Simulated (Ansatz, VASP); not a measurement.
## One calculation of TiO2, two programs

INCAR

```
ALGO = Normal
EDIFF = 1E-6
ENCUT = 520
GGA = PE
ISIF = 2
ISMEAR = 0
LASPH = T
LCHARG = F
LREAL = F
LWAVE = F
NBANDS = 19
NELM = 100
PREC = Accurate
SIGMA = 0.01
```

Contents of KPOINTS:

```
k-points
0
Gamma
  8 8 8
```

The input POSCAR:

```
TiO2
1.0
    0.0000000000      2.4388794586      2.4388794586
    2.4388794586      0.0000000000      2.4388794586
    2.4388794586      2.4388794586      0.0000000000
Ti O
1 2
Direct
    0.0000000000      0.0000000000      0.0000000000
    0.2500000000      0.2500000000      0.2500000000
    0.7500000000      0.7500000000      0.7500000000
```

Input for Ansatz:

```yaml
crystal:
  lattice:
    - [0.0, 2.4388794586, 2.4388794586]
    - [2.4388794586, 0.0, 2.4388794586]
    - [2.4388794586, 2.4388794586, 0.0]
  atoms:
    - { symbol: Ti, position: [0.0, 0.0, 0.0] }
    - { symbol: O, position: [0.25, 0.25, 0.25] }
    - { symbol: O, position: [0.75, 0.75, 0.75] }
kpoints:
  mp_grid: { grid: [8, 8, 8] }
hamiltonian:
  xc: pbe
scf:
  occupations: { method: fixed }
  n_extra_bands: 4
output:
  forces: true
  stress: true
  eigenvalues: true
```

Alike in both runs: task single point; functional PBE; k mesh 8 × 8 × 8; no spin polarisation.

|  | VASP | Ansatz |
| --- | --- | --- |
| version | VASP 6.6.1 | Ansatz 0.2.0 |
| potentials or method | VASP PAW PBE potentials, release 64 (Ti_sv, O) | plane waves, PAW |
| plane-wave cutoff (eV) | 520 | 420 |
| occupations | gaussian, width 0.01 eV | fixed |
| valence electrons in the cell | 24 | 24 |

```tsv
	VASP	Ansatz	Ansatz less VASP
gap on the k mesh at the Fermi level (eV)	1.08	1.10	+0.018
pressure (GPa)	-6.2	-6.9	-0.73
```

A k mesh can miss the band edges.
